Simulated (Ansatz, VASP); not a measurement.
## Two plane-wave programs on Yb

Contents of INCAR:

```
PREC = Accurate
ENCUT = 520
EDIFF = 1E-7
ISMEAR = -1
SIGMA = 0.05
LREAL = False
LASPH = True
NELM = 150
ALGO = Normal
ISIF = 2
LWAVE = False
LCHARG = False
ISPIN = 2
MAGMOM = 1
LORBIT = 11
LMAXMIX = 6
GGA = PE
NBANDS = 22
```

KPOINTS

```
Automatic mesh
0
Gamma
  9 9 9
```

The input POSCAR:

```
Yb
1.0
   -2.1224053409      2.1224053409      2.1224053409
    2.1224053409     -2.1224053409      2.1224053409
    2.1224053409      2.1224053409     -2.1224053409
Yb
1
Direct
    0.0000000000      0.0000000000      0.0000000000
```

The input input.yaml:

```yaml
crystal:
  lattice:
    - [-2.1224053409, 2.1224053409, 2.1224053409]
    - [2.1224053409, -2.1224053409, 2.1224053409]
    - [2.1224053409, 2.1224053409, -2.1224053409]
  atoms:
    - { symbol: Yb, position: [0.0, 0.0, 0.0], spin: 1.0 }
hamiltonian:
  xc: pbe
  pseudopotentials: { kind: paw }
magnetization:
  spin_polarized: true
kpoints:
  mp_grid: { grid: [9, 9, 9] }
scf:
  occupations: { method: fermi_dirac, width: 0.05 }
output:
  forces: true
  stress: true
  eigenvalues: true
  write_density: true
  write_potential: true
  elf: true
  volumetric_format: npy
```

Change from the starting cell: volume scaled by 0.96.

Alike in both runs: task single point; functional PBE; k mesh 9 × 9 × 9; occupations fermi-dirac, width 0.05 eV; collinear spin, ferromagnetic start.

|  | VASP | Ansatz |
| --- | --- | --- |
| version | VASP 6.6.1 | Ansatz 0.2.0 |
| potentials or method | VASP PAW PBE potentials, release 64 (Yb) | Ansatz PAW |
| plane-wave cutoff (eV) | 520 | 420 |
| valence electrons in the cell | 24 | 24 |

|  | VASP | Ansatz | Ansatz less VASP |
| --- | --- | --- | --- |
| gap on the k mesh at the Fermi level (eV) | none | none | - |
| pressure (GPa) | -1.7 | -1.7 | +0.04 |
| net moment per atom (μB) | 0.00 | 0.00 | 0.000 |

A gap of «none» marks a metal or a gap that the smearing closes.

Caveats: spin-orbit coupling is left out, which moves the levels of the heavy elements; the starting moments weren't kept (Ansatz). The state reached can hang on the start; a lower one may exist.
